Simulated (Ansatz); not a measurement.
Write the native input for Ansatz 0.2.0 that does the following.

- Task: phonons
- Functional: PBEsol
- Potentials or basis: Ansatz PAW
- Cutoff: 420 eV (not typed: the program's choice for these potentials)
- k mesh: 10 × 10 × 10
- Occupations: fermi-dirac, width 0.05 eV
- Spin: no spin polarisation
- q mesh: 2 × 2 × 2
- Path: [["G", "X", "M", "G", "Z", "P", "N", "Z1", "M"], ["X", "P"]]
- Points for each segment of the path: 8

Crystal: Sn.

```
CELL_PARAMETERS angstrom
-2.02919 2.02919 1.66076
2.02919 -2.02919 1.66076
2.02919 2.02919 -1.66076
ATOMIC_POSITIONS crystal
Sn 0.00000 0.00000 0.00000
```

This isn't the form of Sn at room conditions, which is tetragonal (white tin).

One way to write it, as run:

input.yaml

```yaml
crystal:
  lattice:
    - [-2.029189411, 2.029189411, 1.6607599896]
    - [2.029189411, -2.029189411, 1.6607599896]
    - [2.029189411, 2.029189411, -1.6607599896]
  atoms:
    - { symbol: Sn, position: [0.0, 0.0, 0.0] }
hamiltonian:
  xc: pbesol
  pseudopotentials: { kind: paw }
kpoints:
  mp_grid: { grid: [10, 10, 10] }
scf:
  occupations: { method: fermi_dirac, width: 0.05 }
phonons:
  method: dfpt
  qmesh: [2, 2, 2]
  temperatures: { t_max: 1000, t_step: 100 }
  qpath:
    path:
      - [[0.0, 0.0, 0.0], [0.0, 0.0, 0.5], [-0.5, 0.5, 0.5], [0.0, 0.0, 0.0], [0.4174590337, 0.4174590337, -0.4174590337], [0.25, 0.25, 0.25], [0.0, 0.5, 0.0], [-0.4174590337, 0.5825409663, 0.4174590337], [-0.5, 0.5, 0.5]]
      - [[0.0, 0.0, 0.5], [0.25, 0.25, 0.25]]
    npoints: 8
```

Potentials or basis: Ansatz PAW.

Launch:

```console
$ ansatz run input.yaml --threads 2 --pin off --max-ram 5632MiB --backend cpu --events-out ev --progress --plain --runs-dir out
```

It gave:

| Quantity | Value |
| --- | --- |
| Band gap on the k mesh | none (metal or under the smearing width) |
| Highest phonon frequency | 96 cm⁻¹ |
| Most unstable mode | 29i cm⁻¹ |

Caveat: some modes are imaginary; the q mesh is small, so phonon branches between its points and thermal values are rough; some levels weren't fully converged.

Run time: 34 s on 2 threads of AMD EPYC 7R43 64-Core Processor (Zen 3), on a shared host, peak memory 0.6 GiB.
